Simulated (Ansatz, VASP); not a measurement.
Ni: VASP beside Ansatz

```
CELL_PARAMETERS angstrom
0.00000 2.29622 2.29622
2.29622 0.00000 2.29622
2.29622 2.29622 0.00000
ATOMIC_POSITIONS crystal
Ni 0.50000 0.50000 0.50000
Ni 0.75000 0.75000 0.75000
```

Alike in both runs: task relaxation of cell and atoms; functional PBE; k mesh 6 × 6 × 6; occupations gaussian, width 0.1 eV; collinear spin.

|  | VASP | Ansatz |
| --- | --- | --- |
| version | VASP 6.6.1 | Ansatz 0.2.0 |
| potentials or method | VASP PAW PBE potentials, release 64 (Ni) | scalar-relativistic, plane waves, PAW |
| plane-wave cutoff (eV) | 600 | 420 |
| valence electrons in the cell | 20 | 36 |

Ansatz gave:

- gap on the k mesh at the Fermi level, each at its own relaxed structure (eV): none
- net moment per atom (μB): 0.82
- size of the moment on the site where the two differ most (μB): 0.85
- relaxed volume (Å³/atom): 16.60
- relaxed cell length with the largest relative difference (Å): 3.608
- energy change over the relaxation (meV/atom): -635

What did VASP give for the same quantities?

gap on the k mesh at the Fermi level, each at its own relaxed structure (eV): none; net moment per atom (μB): 0.79; size of the moment on the site where the two differ most (μB): 0.80; relaxed volume (Å³/atom): 16.65; relaxed cell length with the largest relative difference (Å): 3.611; energy change over the relaxation (meV/atom): -586.

Site moments also hang on the region over which each program counts them. A gap of «none» marks a metal or a gap that the smearing closes. The two sets of potentials don't hold the same shells in valence.

Caveats: the k mesh is coarse (spacing up to 0.39 Å⁻¹), so the values aren't converged; the volume moved by over 15 % at a fixed basis, so the end points are rough (VASP).
